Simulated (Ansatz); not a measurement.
Wanted: the native input for an Ansatz 0.2.0 run.

| Quantity | Value |
| --- | --- |
| Task | relaxation of cell and atoms |
| Functional | PBE |
| Potentials or basis | Ansatz PAW |
| Cutoff | 420 eV (not typed: the program's choice for these potentials) |
| k mesh | 11 × 11 × 11 |
| Occupations | fermi-dirac, width 0.05 eV |
| Spin | collinear spin, ferromagnetic start |
| Starting moments | [1.0, 0.0] μB |

Crystal: NiO.

```xyz
2
Lattice="0.0000 2.0859 2.0859 2.0859 0.0000 2.0859 2.0859 2.0859 0.0000" Properties=species:S:1:pos:R:3 pbc="T T T"
Ni    0.0000    0.0000    0.0000
O     2.0859    2.0859    2.0859
```

One way to write it, as run:

input.yaml

```yaml
crystal:
  lattice:
    - [0.0, 2.0859016414, 2.0859016414]
    - [2.0859016414, 0.0, 2.0859016414]
    - [2.0859016414, 2.0859016414, 0.0]
  atoms:
    - { symbol: Ni, position: [0.0, 0.0, 0.0], spin: 1.0 }
    - { symbol: O, position: [0.5, 0.5, 0.5] }
hamiltonian:
  xc: pbe
  pseudopotentials: { kind: paw }
magnetization:
  spin_polarized: true
kpoints:
  mp_grid: { grid: [11, 11, 11] }
scf:
  occupations: { method: fermi_dirac, width: 0.05 }
output:
  forces: true
  stress: true
  eigenvalues: true
relax:
  f_tol: 0.01
  max_steps: 40
  cell: { stress_tol: 0.05 }
```

Potentials or basis: Ansatz PAW.

The run is started by

```sh
$ ansatz run input.yaml --threads 2 --pin off --max-ram 5632MiB --backend cpu --events-out ev --progress --plain --runs-dir out
```

Results of the run:

```
Relaxed volume                         : 9.37 Å³/atom
Relaxed cell                           : a = 2.982 Å, b = 2.982 Å, c = 2.982 Å, α = 60.00°, β = 60.00°, γ = 60.00°
Space group after relaxing (to 0.05 Å) : Fm-3m (No. 225)
Energy gained by relaxing              : 5.2 meV/atom
Ionic steps                            : 6
Pressure after relaxing                : 0.0 GPa
Band gap on the k mesh                 : none (metal or under the smearing width)
Net moment                             : 1.81 μB per cell
Absolute moment                        : 1.82 μB per cell
Site moments                           : Ni +1.46; O +0.29 μB
```

Caveat: the plane-wave basis is chosen anew once the cell has moved, so the energies of steps on either side of that aren't comparable; the pressure holds a Pulay correction of +0.7 GPa for the finite cutoff; a cell with one magnetic atom can't hold antiferromagnetic order, which such compounds often take; semilocal functionals often make such compounds metallic where correlation or magnetic order opens a gap, which also shifts bond lengths.

Wall time 10 s on 2 threads of Arm Neoverse V2, with other jobs on the host, peak memory 0.31 GiB.
